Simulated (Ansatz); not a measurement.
Steps from a short run of molecular dynamics on a 2×2×2 supercell (16 atoms) of SrO (zincblende), relaxed with r2SCAN; forces from PBE in the plane-wave code Ansatz, 2×2×2 mesh, Fermi-Dirac smearing of 0.020 eV, a Nosé-Hoover thermostat at fixed volume, set at 100 K. Spin polarisation is off, nuclei are classical, and the run is far too short for thermal averages. The structure comes from a prototype and may be hypothetical.

Cell vectors in Å:
```
0.0000 5.5846 5.5846
5.5846 0.0000 5.5846
5.5846 5.5846 0.0000
```

Q: At 102 fs the positions in Å are
```
Sr  -0.013   0.020   0.060
O    1.414   1.416   1.423
Sr   2.778   2.780   0.042
O    4.211   4.138   1.427
Sr   2.794   0.006   2.850
O    4.158   1.406   4.252
Sr   5.640   2.707   2.765
O    6.960   4.107   4.224
Sr   0.000   2.812   2.784
O    1.360   4.236   4.185
Sr   2.828   5.552   2.790
O    4.202   6.979   4.160
Sr   2.743   2.890   5.505
O    4.135   4.246   6.950
Sr   5.571   5.575   5.545
O    7.050   6.959   6.872
```
What are the forces, and how far does the free energy (smearing included) lie above that of step 0, with the atoms on their sites?

A: 7.3 meV an atom; forces in eV/Å:
```
Sr  -0.068   0.012  -0.113
O   -0.094  -0.145   0.201
Sr   0.281  -0.091  -0.248
O    0.112  -0.014   0.055
Sr  -0.128  -0.138  -0.039
O    0.245  -0.008  -0.281
Sr  -0.115   0.036   0.144
O    0.044   0.151  -0.239
Sr  -0.323   0.169  -0.106
O   -0.245   0.228  -0.247
Sr  -0.157   0.315  -0.240
O   -0.080   0.091   0.017
Sr   0.385  -0.456   0.502
O    0.150  -0.057   0.215
Sr   0.135  -0.027   0.086
O   -0.140  -0.066   0.293
```
